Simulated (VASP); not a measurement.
# Fe (Im-3m) in VASP: band structure with PBE

Aim: the band structure of Fe with PBE.

Everything below comes from runs of VASP 6.6.1. Logs are shortened: lines on timing, memory, paths and dates and some standing lists are left out, and cuts for length are marked.

## Step 1: The crystal as given

Symmetry: Im-3m, No. 229, cubic system. The conventional cell has a = 2.829 Å, b = 2.829 Å, c = 2.829 Å, α = 90.00°, β = 90.00°, γ = 90.00°. Fe (site symmetry m-3m) has 8 Fe at 2.45 Å as nearest neighbours.

## Step 2: Band structure, PBE, collinear spin, ferromagnetic start

INCAR reads:

```
SYSTEM = Fe
PREC = Accurate ; ENCUT = 350
EDIFF = 1E-7 ; ISMEAR = 0
SIGMA = 0.1 ; LREAL = .FALSE.
LASPH = .TRUE. ; NELM = 150
ALGO = Fast ; ISIF = 2
LWAVE = .FALSE. ; LCHARG = .FALSE.
ISPIN = 2 ; MAGMOM = 2.5
LORBIT = 11 ; LMAXMIX = 4
GGA = PE
```

KPOINTS reads:

```
Automatic mesh
0
G
  20 20 20
  0 0 0
```

POSCAR reads:

```
Fe                                      
1.0
   -1.4146970094      1.4146970094      1.4146970094
    1.4146970094     -1.4146970094      1.4146970094
    1.4146970094      1.4146970094     -1.4146970094
  Fe            
     1
Direct
     0.0000000000000000    0.0000000000000000    0.0000000000000000
```

KPOINTS_OPT reads:

```
path GHNGPH,PN
15
line-mode
reciprocal
 0.0000000000  0.0000000000  0.0000000000  G
 0.5000000000 -0.5000000000  0.5000000000  H

 0.5000000000 -0.5000000000  0.5000000000  H
 0.0000000000  0.0000000000  0.5000000000  N

 0.0000000000  0.0000000000  0.5000000000  N
 0.0000000000  0.0000000000  0.0000000000  G

 0.0000000000  0.0000000000  0.0000000000  G
 0.2500000000  0.2500000000  0.2500000000  P

 0.2500000000  0.2500000000  0.2500000000  P
 0.5000000000 -0.5000000000  0.5000000000  H

 0.2500000000  0.2500000000  0.2500000000  P
 0.0000000000  0.0000000000  0.5000000000  N
```

Potentials or basis: VASP PAW PBE potentials, release 64 (Fe).

Launch:

```
$ cat potpaw_PBE.64/Fe/POTCAR > POTCAR
$ mpirun -np 1 vasp_std > vasp.out
```

OUTCAR:

```text
SYSTEM = Fe
   PREC = Accurate
   ENCUT = 350
   EDIFF = 1E-7
   ISMEAR = 0
   LREAL = .FALSE.
   LASPH = .TRUE.
   NELM = 150
   ISIF = 2
   ISPIN = 2
   LORBIT = 11
   GGA = PE

 ion  position               nearest neighbor table
   1  0.000  0.000  0.000-

  LATTYP: Found a body centered cubic cell.
 ALAT       =     2.8293940188

  Lattice vectors:

 A1 = (  -1.4146970094,   1.4146970094,   1.4146970094)
 A2 = (   1.4146970094,  -1.4146970094,   1.4146970094)
 A3 = (   1.4146970094,   1.4146970094,  -1.4146970094)

Analysis of symmetry for initial positions (statically):
=====================================================================
 Subroutine PRICEL returns:
 Original cell was already a primitive cell.

 Routine SETGRP: Setting up the symmetry group for a
 body centered cubic supercell.

 Subroutine GETGRP returns: Found 48 space group operations
 (whereof 48 operations were pure point group operations)
 out of a pool of 48 trial point group operations.

The static configuration has the point symmetry O_h .

Analysis of symmetry for dynamics (positions and initial velocities):
=====================================================================
 Subroutine PRICEL returns:
 Original cell was already a primitive cell.

 Routine SETGRP: Setting up the symmetry group for a
 body centered cubic supercell.

 Subroutine GETGRP returns: Found 48 space group operations
 (whereof 48 operations were pure point group operations)
 out of a pool of 48 trial point group operations.

The dynamic configuration has the point symmetry O_h .

Analysis of structural, dynamic, and magnetic symmetry:
=====================================================================
 Subroutine PRICEL returns:
 Original cell was already a primitive cell.

 Routine SETGRP: Setting up the symmetry group for a
 body centered cubic supercell.

 Subroutine GETGRP returns: Found 48 space group operations
 (whereof 48 operations were pure point group operations)
 out of a pool of 48 trial point group operations.

The overall configuration has the point symmetry O_h .

 Subroutine INISYM returns: Found 48 space group operations
 (whereof 48 operations are pure point group operations),
 and found     1 'primitive' translations

----------------------------------------------------------------------------------------

                                     Primitive cell

  volume of cell :      11.3253

  direct lattice vectors                    reciprocal lattice vectors
    -1.414697009  1.414697009  1.414697009     0.000000000  0.353432570  0.353432570
     1.414697009 -1.414697009  1.414697009     0.353432570  0.000000000  0.353432570
     1.414697009  1.414697009 -1.414697009     0.353432570  0.353432570  0.000000000

  length of vectors
     2.450327098  2.450327098  2.450327098     0.499829134  0.499829134  0.499829134

  position of ions in fractional coordinates (direct lattice)
     0.000000000  0.000000000  0.000000000

  ion indices of the primitive-cell ions
   primitive index   ion index
                 1           1

----------------------------------------------------------------------------------------

 KPOINTS: Automatic mesh

Automatic generation of k-mesh.
 Grid dimensions read from file:
 generate k-points for:   20   20   20

 Generating k-lattice:

  Cartesian coordinates                     Fractional coordinates (reciprocal lattice)
     0.000000000  0.017671629  0.017671629     0.050000000  0.000000000  0.000000000
     0.017671629  0.000000000  0.017671629     0.000000000  0.050000000  0.000000000
     0.017671629  0.017671629  0.000000000     0.000000000  0.000000000  0.050000000

  Length of vectors
     0.024991457  0.024991457  0.024991457

  Shift w.r.t. Gamma in fractional coordinates (k-lattice)
     0.000000000  0.000000000  0.000000000

 Subroutine IBZKPT returns following result:
 ===========================================

 Found    256 irreducible k-points:

 Following reciprocal coordinates:
            Coordinates               Weight
  0.000000  0.000000  0.000000      1.000000
  0.050000  0.000000  0.000000     12.000000
  0.100000  0.000000  0.000000     12.000000
  0.150000  0.000000  0.000000     12.000000
  0.200000  0.000000  0.000000     12.000000
  0.250000  0.000000  0.000000     12.000000
[... 16 lines left out ...]
  0.200000  0.100000  0.000000     48.000000
  0.250000  0.100000  0.000000     48.000000
 [... further k-points ...]
   k-points           NKPTS =    256   k-points in BZ     NKDIM =    256   number of bands    NBANDS=      9
   number of dos      NEDOS =    301   number of ions     NIONS =      1
   total plane-waves  NPLWV =   4096
   dimension x,y,z NGX =    16 NGY =   16 NGZ =   16
   dimension x,y,z NGXF=    32 NGYF=   32 NGZF=   32
   ions per type =               1
   NGX,Y,Z   is equivalent  to a cutoff of  10.86, 10.86, 10.86 a.u.
   NGXF,Y,Z  is equivalent  to a cutoff of  21.71, 21.71, 21.71 a.u.
 SYSTEM =  Fe
   PREC   = accura    normal or accurate (medium, high low for compatibility)
   ISTART =      0    job   : 0-new  1-cont  2-samecut
   ICHARG =      2    charge: 1-file 2-atom 10-const
   ISPIN  =      2    spin polarized calculation?
   LNONCOLLINEAR =      F non collinear calculations
   LSORBIT =      F    spin-orbit coupling
   LASPH  =      T    aspherical Exc in radial PAW
   ENCUT  =  350.0 eV  25.72 Ry    5.07 a.u.   3.74  3.74  3.74*2*pi/ulx,y,z
   NELM   =    150;   NELMIN=  2; NELMDL= -5     # of ELM steps
   EDIFF  = 0.1E-06   stopping-criterion for ELM
   LREAL  =      F    real-space projection
   EDIFFG = 0.1E-05   stopping-criterion for IOM
   NSW    =      0    number of steps for IOM
   IBRION =     -1    ionic relax: 0-MD 1-quasi-New 2-CG
   NFREE  =      0    steps in history (QN), initial steepest desc. (CG)
   ISIF   =      2    stress and relaxation
   ISYM   =      2    0-nonsym 1-usesym 2-fastsym
   POTIM  = 0.5000    time-step for ionic-motion
   TEBEG  =    0.0;   TEEND  =   0.0 temperature during run
   PSTRESS=    0.0 pullay stress
   NELECT =       8.0000    total number of electrons
   NUPDOWN=      -1.0000    fix difference up-down
   EMIN   =  10.00;   EMAX   =-10.00  energy-range for DOS
   EFERMI =   0.00;   METHOD = LEGACY
   ISMEAR =     0;   SIGMA  =   0.10  broadening in eV -4-tet -1-fermi 0-gaus
   EFERMI_NEDOS =   21; number of points for ismear=-14 and -15
   IALGO  =     68    algorithm
   IMIX   =      4    mixing-type and parameters
     AMIX     =   0.40;   BMIX     =  1.00
     AMIX_MAG =   1.60;   BMIX_MAG =  1.00
  volume/ion in A,a.u.               =      11.33        76.43
  Fermi-wavevector in a.u.,A,eV,Ry     =   1.457991  2.755203 28.922403  2.125737
  Thomas-Fermi vector in A             =   2.574727
   LORBIT       =     11    0 simple, 1 ext, 2 COOP (PROOUT), +10 PAW based schemes
   GGA     = PE    functional components
   LHFCALC =     F    Hartree Fock is set to
   AEXX    =    0.0000 exact exchange contribution
   IVDW    =     0    specifies the selected vdW correction
   LEPSILON=     F    determine dielectric tensor
   LRPA    =     F    only Hartree local field effects (RPA)
 spin polarized calculation
 RMM-DIIS sequential band-by-band and
 Gauss-broadening in eV      SIGMA  =   0.10
  energy-cutoff  :      350.00
  volume of cell :       11.33
 maximum number of plane-waves:       178
   NGX =  7   NGY =  7   NGZ =  7

 number of electron       8.0000015 magnetization       2.1895191

 Free energy of the ion-electron system (eV)
  ---------------------------------------------------
  ext. energy  EPLUGINS =         0.00000000
  ---------------------------------------------------
  free energy    TOTEN  =        -8.24968472 eV

  energy without entropy =       -8.24434372  energy(sigma->0) =       -8.24701422

 E-fermi :   5.8573     XC(G=0): -13.1373

 val. band max:        5.8522307978   @ k =   0.5000   0.5000   0.4500
 cond. band min:       5.8577105197   @ k =  -0.4000   0.5000   0.2000
 fundamental gap:      0.0054797219
 Fermi energy:         5.8573067587

 spin component 1

 k-point     1 :       0.0000    0.0000    0.0000
  band No.  band energies     occupation
      1      -2.5962      1.00000
      2       3.5470      1.00000
      3       3.5470      1.00000
      4       3.5470      1.00000
      5       4.7634      1.00000
      6       4.7634      1.00000
      7      30.9091      0.00000
      8      30.9091      0.00000
      9      30.9091      0.00000

 k-point     2 :       0.0500    0.0000    0.0000
  band No.  band energies     occupation
      1      -2.4921      1.00000
      2       3.5185      1.00000
      3       3.5453      1.00000
      4       3.6032      1.00000
      5       4.7344      1.00000
      6       4.7657      1.00000
      7      30.2008      0.00000
      8      30.7608      0.00000
      9      30.8337      0.00000

 k-point     3 :       0.1000    0.0000    0.0000
  band No.  band energies     occupation
      1      -2.1848      1.00000
      2       3.4362      1.00000
      3       3.5328      1.00000
      4       3.7682      1.00000
      5       4.6635      1.00000
      6       4.7731      1.00000
      7      28.5194      0.00000
      8      30.2370      0.00000
      9      30.6391      0.00000
[... 229 lines left out ...]
 k-point    23 :       0.2000    0.1000    0.0000
  band No.  band energies     occupation
      1      -0.0741      1.00000
      2       2.9911      1.00000
      3       3.2037      1.00000
      4       4.5164      1.00000
      5       4.9077      1.00000
      6       5.0684      1.00000
      7      21.8627      0.00000
      8      24.9159      0.00000
      9      28.6810      0.00000

 k-point    24 :       0.2500    0.1000    0.0000
  band No.  band energies     occupation
      1       0.5657      1.00000
      2       2.8274      1.00000
      3       3.2853      1.00000
      4       4.5952      1.00000
      5       4.9640      1.00000
      6       5.5715      0.99997
      7      19.5766      0.00000
      8      24.0618      0.00000
      9      27.5529      0.00000

 [... further k-points ...]

 spin component 2

 k-point     1 :       0.0000    0.0000    0.0000
  band No.  band energies     occupation
      1      -2.4299      1.00000
      2       5.4555      1.00000
      3       5.4556      1.00000
      4       5.4556      1.00000
      5       7.5175      0.00000
      6       7.5176      0.00000
      7      30.6566      0.00000
      8      30.6566      0.00000
      9      30.6566      0.00000

 k-point     2 :       0.0500    0.0000    0.0000
  band No.  band energies     occupation
      1      -2.3253      1.00000
      2       5.4211      1.00000
      3       5.4499      1.00000
      4       5.5166      1.00000
      5       7.4792      0.00000
      6       7.5200      0.00000
      7      30.0625      0.00000
      8      30.5408      0.00000
      9      30.6211      0.00000

 k-point     3 :       0.1000    0.0000    0.0000
  band No.  band energies     occupation
      1      -2.0158      1.00000
      2       5.3221      1.00000
      3       5.4261      1.00000
      4       5.6964      0.98857
      5       7.3810      0.00000
      6       7.5285      0.00000
      7      28.6036      0.00000
      8      30.1164      0.00000
      9      30.5273      0.00000
[... 229 lines left out ...]
 k-point    23 :       0.2000    0.1000    0.0000
  band No.  band energies     occupation
      1       0.1971      1.00000
      2       4.7837      1.00000
      3       4.9702      1.00000
      4       7.0346      0.00000
      5       7.0850      0.00000
      6       7.6928      0.00000
      7      22.4782      0.00000
      8      25.3059      0.00000
      9      29.2899      0.00000

 k-point    24 :       0.2500    0.1000    0.0000
  band No.  band energies     occupation
      1       0.9995      1.00000
      2       4.5891      1.00000
      3       4.8950      1.00000
      4       7.1098      0.00000
      5       7.5260      0.00000
      6       7.7764      0.00000
      7      20.3265      0.00000
      8      24.4602      0.00000
      9      28.1197      0.00000

 [... further k-points ...]
[... 5 lines left out ...]
  --------------------------------------------------------------------------------------
  -------------------------------------------------------------------------------------
  Total        0.0011021      0.0011021      0.0011021     -0.0000000     -0.0000000      0.0000000
  in kB        0.1559154      0.1559154      0.1559154     -0.0000000     -0.0000000      0.0000000
  external PRESSURE =       0.1559154 kB  Pullay stress =       0.0000000 kB

 VOLUME and BASIS-vectors are now :
 -----------------------------------------------------------------------------
  energy-cutoff  :      350.00
  volume of cell :       11.33
      direct lattice vectors                 reciprocal lattice vectors
    -1.414697009  1.414697009  1.414697009     0.000000000  0.353432570  0.353432570
     1.414697009 -1.414697009  1.414697009     0.353432570  0.000000000  0.353432570
     1.414697009  1.414697009 -1.414697009     0.353432570  0.353432570  0.000000000

 POSITION                                       TOTAL-FORCE (eV/Angst)
 -----------------------------------------------------------------------------------
      0.00000      0.00000      0.00000         0.000000      0.000000      0.000000
 -----------------------------------------------------------------------------------
    total drift:                                0.000000     -0.000000      0.000000

  FREE ENERGIE OF THE ION-ELECTRON SYSTEM (eV)
  ---------------------------------------------------
  free  energy   TOTEN  =        -8.2496847209 eV

  energy  without entropy=       -8.2443437156  energy(sigma->0) =       -8.24701422

 total charge

# of ion       s       p       d       tot
------------------------------------------
    1        0.489   0.546   6.235   7.270

 magnetization (x)

# of ion       s       p       d       tot
------------------------------------------
    1       -0.013  -0.056   2.254   2.186
```

It took 18 s on 1 thread of AMD EPYC 9R45 (Zen 5), shared host; peak memory 0.12 GiB.

Results:

- Free energy: -8.2497 eV
- Pressure: 0.0 GPa
- Band gap along the path: none (metal or under the smearing width)
- Net moment: 2.19 μB per cell
- Site moments: Fe +2.19 μB
- Valence electrons inside the program's atomic spheres: Fe 7.27

Levels at the corners of the path, in eV from the Fermi level:
Spin up:
```csv
point,band 1,band 2,band 3,band 4,band 5,band 6,band 7,band 8,band 9
Γ,-8.45,-2.31,-2.31,-2.31,-1.09,-1.09,25.05,25.05,25.05
H,-4.87,-4.87,0.12,0.12,0.12,9.95,9.95,9.95,15.68
H,-4.87,-4.87,0.12,0.12,0.12,9.95,9.95,9.95,15.68
N,-4.94,-3.40,-1.03,-0.90,0.39,0.52,7.38,18.39,20.27
N,-4.94,-3.40,-1.03,-0.90,0.39,0.52,7.38,18.39,20.27
Γ,-8.45,-2.31,-2.31,-2.31,-1.09,-1.09,25.05,25.05,25.05
Γ,-8.45,-2.31,-2.31,-2.31,-1.09,-1.09,25.05,25.05,25.05
P,-3.24,-3.24,-3.24,-0.87,-0.87,8.66,8.66,8.66,10.88
P,-3.24,-3.24,-3.24,-0.87,-0.87,8.66,8.66,8.66,10.88
H,-4.87,-4.87,0.12,0.12,0.12,9.95,9.95,9.95,15.68
P,-3.24,-3.24,-3.24,-0.87,-0.87,8.66,8.66,8.66,10.88
N,-4.94,-3.40,-1.03,-0.90,0.39,0.52,7.38,18.39,20.27
```
Spin down:
```csv
point,band 1,band 2,band 3,band 4,band 5,band 6
Γ,-8.29,-0.40,-0.40,-0.40,1.66,1.66
H,-3.05,-3.05,2.30,2.30,2.30,10.22
H,-3.05,-3.05,2.30,2.30,2.30,10.22
N,-3.66,-1.69,0.62,1.51,1.92,2.61
N,-3.66,-1.69,0.62,1.51,1.92,2.61
Γ,-8.29,-0.40,-0.40,-0.40,1.66,1.66
Γ,-8.29,-0.40,-0.40,-0.40,1.66,1.66
P,-1.85,-1.85,-1.85,1.97,1.97,9.54
P,-1.85,-1.85,-1.85,1.97,1.97,9.54
H,-3.05,-3.05,2.30,2.30,2.30,10.22
P,-1.85,-1.85,-1.85,1.97,1.97,9.54
N,-3.66,-1.69,0.62,1.51,1.92,2.61
```
